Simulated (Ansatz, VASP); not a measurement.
**AlCo in VASP and in Ansatz**

File INCAR:

```
SYSTEM = AlCo
ALGO = Fast
EDIFF = 1E-6
EDIFFG = -0.005
ENCUT = 600
GGA = PS
IBRION = 2
ISIF = 3
ISMEAR = 0
LASPH = .True.
LCHARG = .False.
LREAL = .False.
LWAVE = .False.
NELM = 80
NSW = 70
PREC = Accurate
SIGMA = 0.1
```

Contents of KPOINTS:

```
k-points
0
Gamma
  14 14 14
  0 0 0
```

The input POSCAR:

```
AlCo
1.0
    2.8519024094      0.0000000000      0.0000000000
    0.0000000000      2.8519024094      0.0000000000
    0.0000000000      0.0000000000      2.8519024094
Al Co
1 1
Direct
    0.0000000000      0.0000000000      0.0000000000
    0.5000000000      0.5000000000      0.5000000000
```

Input for Ansatz:

```yaml
crystal:
  lattice:
    - [2.8519024094, 0.0, 0.0]
    - [0.0, 2.8519024094, 0.0]
    - [0.0, 0.0, 2.8519024094]
  atoms:
    - { symbol: Al, position: [0.0, 0.0, 0.0] }
    - { symbol: Co, position: [0.5, 0.5, 0.5] }
basis:
  ecutwfc: 420
kpoints:
  mp_grid: { grid: [14, 14, 14] }
hamiltonian:
  xc: pbesol
scf:
  occupations: { method: gaussian, width: 0.1 }
output:
  forces: true
  stress: true
  eigenvalues: true
  write_density: true
  write_potential: true
  elf: true
  volumetric_format: npy
relax:
  adjacent_minimum: "off"
  f_tol: 0.005
  max_steps: 50
  cell: { stress_tol: 0.05 }
```

Alike in both runs: task relaxation of cell and atoms; functional PBEsol; k mesh 14 × 14 × 14; occupations gaussian, width 0.1 eV; no spin polarisation.

```csv
,VASP,Ansatz
version,VASP 6.6.1,Ansatz 0.2.0
potentials or method,"VASP PAW PBE potentials, release 64 (Al, Co)","scalar-relativistic, plane waves, PAW"
plane-wave cutoff (eV),600,420
valence electrons in the cell,12,20
```

```csv
,VASP,Ansatz,Ansatz less VASP
"gap on the k mesh at the Fermi level, each at its own relaxed structure (eV)",none,none,-
relaxed volume (Å³/atom),11.26,11.25,-0.010
relaxed cell length with the largest relative difference (Å),2.824,2.823,-0.0008
energy change over the relaxation (meV/atom),-6,-6,-0.1
```

A gap of «none» marks a metal or a gap that the smearing closes. The two sets of potentials don't hold the same shells in valence.

Caveats: the PAW data sets were made with another functional, which shifts forces and pressure a little (VASP). Spin polarisation is off, so any magnetic state and its effect on volume and gap are missing.
